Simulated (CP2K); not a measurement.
**Sb in CP2K: convergence with cutoff ry**

Crystal: Sb.

```
Sb
1.0
     3.17706    0.00000    0.00000
    -0.09995    3.13288    0.00000
    -0.06719   -0.03323    3.17024
Sb
1
Direct
  0.99323 0.99905 0.01967
```

The cell isn't the ideal one: cell strained at random at fixed volume.

* Program: CP2K 2026.2
* Task: single point
* Functional: r2SCAN
* Potentials or basis: POTENTIAL_UZH Sb GTH-SCAN-q5; DZVP-MOLOPT-SR-GTH basis
* Density cutoff: 1905 eV
* k mesh: 6 × 7 × 7
* Occupations: fermi-dirac, width 0.1 eV
* Spin: no spin polarisation

These are the settings of the first run; the series varies cutoff ry, with any setting tied to it.

Hardware: 1 thread of Arm Neoverse V1, on a shared host.

| cutoff ry | energy less the tightest run, at zero smearing (meV/atom) | SCF cycles | CPU time (s) | peak memory (GiB) |
| --- | --- | --- | --- | --- |
| 140 Ry | -0.01 | 11 | 19 | 0.16 |
| 200 Ry | -0.02 | 11 | 17 | 0.16 |
| 280 Ry | 0.00 | 11 | 19 | 0.17 |
| 370 Ry | 0.00 | 11 | 23 | 0.19 |
| 470 Ry | 0.00 | 11 | 19 | 0.21 |
| 570 Ry | 0.00 | 11 | 18 | 0.21 |
| 680 Ry | 0.00 | 11 | 19 | 0.25 |
| 840 Ry | 0.00 | 11 | 23 | 0.29 |
| 1080 Ry | 0.00 | 13 | 31 | 0.32 |

Against the tightest run, the energy stays within 1 meV/atom from 140 Ry on. The tightest run that finished is the yardstick and may itself not be fully converged.

Caveat, for the tightest run too: the basis of atomic orbitals isn't converged, which shifts pressures, moduli and gaps. Spin-orbit coupling is left out, which matters for the levels of Sb.
